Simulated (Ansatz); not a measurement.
System: zinc-blende ZnTe. Method: PBE+SOC in Ansatz (PAW).

Settings: plane-wave cutoff 520 eV, 10×10×10 k mesh, Fermi–Dirac smearing 0.01 eV, PAW data made under PBE.

Equation-of-state points:

```
V (Å³/atom)  E − E_lowest (meV/atom)  P (GPa)
-----------  -----------------------  -------
27.761                         15.96     3.06
28.351                          6.82     1.92
28.942                          1.64     0.91
29.533                          0.00     0.00
30.123                          1.52    -0.81
30.714                          5.85    -1.53
31.305                         12.70    -2.17
```

Task: Estimate the bulk modulus from the pressures at 28.942 and 30.123 Å³/atom, and compare it with a fit to all energies.

Result: B = −V dP/dV. Between V = 28.942 and 30.123 Å³/atom, dP/dV = (-0.81 − (0.91))/(30.123 − 28.942) = -1.46 GPa per Å³/atom; at the midpoint 29.532 Å³/atom this gives B ≈ 43.0 GPa. The third-order Birch–Murnaghan fit gives V0 = 29.533 Å³/atom, B0 = 42.8 GPa, B′ = 4.7, which lies within 1 % of that estimate.

Measured, for comparison: bulk modulus 51 ± 3 GPa (room temperature, not corrected to a static lattice; as tabulated in Determination of phase transition pressures of ZnTe under quasihydrostatic …); equilibrium volume per atom 28.42 Å³/atom (room temperature, not corrected to a static lattice; as tabulated in Albrecht et al. (1997), arXiv:cond-mat/9706128). Computed (rounded) less measured: bulk modulus -16 %, equilibrium volume per atom +3.9 %.

Computing time: very roughly 9 core-minutes.

Ansatz is a first-principles code.
